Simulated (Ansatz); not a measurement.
Runs of Ansatz 0.2.0 on Lu. It takes space group Im-3m (No. 229, cubic). The conventional cell has a = 3.908 Å, b = 3.908 Å, c = 3.908 Å, α = 90.00°, β = 90.00°, γ = 90.00°. Around Lu (site symmetry m-3m) lie 8 Lu at 3.38 Å. This isn't the form of Lu at room conditions, which is hcp.

```tsv
level	gap on the mesh (eV)	pressure (GPa)	relaxed volume (Å³/atom)
RPBE	none	0.0	(b)
BLYP	none	0.0	(a)
revPBE	none	0.0	30.64
PBEsol	none	0.0	27.91
LDA	none	0.0	26.19
```

Alike in all rows: task relaxation of cell and atoms; potentials or basis Ansatz PAW; no spin polarisation; cell relaxed; k mesh 10 × 10 × 10; cutoff (eV) 420; smearing fermi-dirac 0.05 eV.

Q: Estimate the missing entries.

A: (a) 30.16; (b) 31.04.

Caveats: the plane-wave basis is chosen anew once the cell has moved, so the energies of steps on either side of that aren't comparable; the PAW data sets come from PBE, with cores solved anew for the run's functional, which leaves a small shift of forces and pressure.

A k mesh can miss the band edges, and the runs leave out spin-orbit coupling on Lu.

A gap of «none» marks a metal or a gap under the smearing width.

Runs at the PBE level aren't shown here.
